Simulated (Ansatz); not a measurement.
**Structures of CaO: which is lowest?**

Plane-wave DFT in Ansatz with scalar-relativistic PAW potentials, cutoff 420 eV, Γ-centred meshes chosen by cell and gap, Gaussian smearing with energies taken to zero width. Every cell was relaxed (cell and atoms) in a run of its own, within the symmetry of its start. Functional: PBEsol.

Relaxed structures (starts from databases or built by putting these elements on another compound's sites):
A. F-43m, 4 atoms in the computed cell, a = 5.179 Å; sites (symmetry × multiplicity) Ca -43m × 4, O -43m × 4; start: built
B. Fm-3m, 2 atoms in the computed cell, a = 4.767 Å; sites (symmetry × multiplicity) Ca m-3m × 4, O m-3m × 4; start: database

Question: Rank them by energy. Could pressure change the order?

Answer:
```csv
structure,group,E − E(lowest) (meV/atom),V (Å³/atom),gap on mesh (eV)
B,Fm-3m,0.0,13.54,3.54
A,F-43m,225,17.36,3.27
```

B is lowest, 225 meV/atom under A. The lowest is also the densest of these, so pressure wouldn't bring one of the others in at first order. Other structures may lie lower than all of these, and vibrations aren't counted.